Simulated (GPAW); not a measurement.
Input of a GPAW 26.7.0 run:

run.py

```python
from ase import Atoms
from ase.eos import EquationOfState
from ase.io import Trajectory
from ase.units import GPa
from gpaw import GPAW, PW

atoms = Atoms(['Au', 'Al', 'Al'],
              cell=[[0.0, 3.0, 3.0],
                    [3.0, 0.0, 3.0],
                    [3.0, 3.0, 0.0]],
              scaled_positions=[[0.0, 0.0, 0.0],
                                [0.75, 0.75, 0.75],
                                [0.25, 0.25, 0.25]],
              pbc=True)

traj = Trajectory('eos.traj', 'w')
volumes, energies = [], []
for x in [0.94, 0.96, 0.98, 1.0, 1.02, 1.04, 1.06]:
    a = atoms.copy()
    a.set_cell(atoms.cell * x**(1 / 3), scale_atoms=True)
    calc = GPAW(mode=PW(600),
                xc='LDA',
                kpts={'size': (8, 8, 8), 'gamma': True},
                occupations={'name': 'fermi-dirac', 'width': 0.05},
                nbands=20,
                convergence={'density': 1e-05, 'energy': 1e-05},
                maxiter=150,
                txt=f'eos-{x:.2f}.txt')
    a.calc = calc
    energies.append(a.get_potential_energy(force_consistent=True))
    volumes.append(a.get_volume())
    p = -a.get_stress()[:3].mean() / GPa
    calc.write(f'eos-{x:.2f}.gpw')
    traj.write(a)
    print(f'{x:.2f} {volumes[-1]:10.4f} A^3 {energies[-1]:14.6f} eV {p:9.3f} GPa', flush=True)

v0, e0, B = EquationOfState(volumes, energies, eos='birchmurnaghan').fit()
print(f'V0 = {v0:.4f} A^3, E0 = {e0:.6f} eV, B0 = {B / GPa:.2f} GPa')
```

Potentials or basis: the program's PAW data sets (release 1.2.1) made for this functional, pw.

Command:

```bash
$ OMP_NUM_THREADS=1 python run.py
```

Question: Predict the pressure derivative of the bulk modulus.

Answer: 5.0.

Question: Estimate the bulk modulus.

Answer: 121 GPa.

Energy against volume, from the lowest point:
```tsv
volume (Å³/atom)	energy (meV/atom)
16.920	12.33
17.280	3.02
17.640	0.00
18.000	2.54
18.360	10.00
18.720	21.81
19.080	37.47
```

Caveat: with this Au data set, volumes or pressures lay over 1.5 % or 2 GPa off other programs in two to four cells of ten. Zero-point motion and thermal expansion aren't in these numbers.
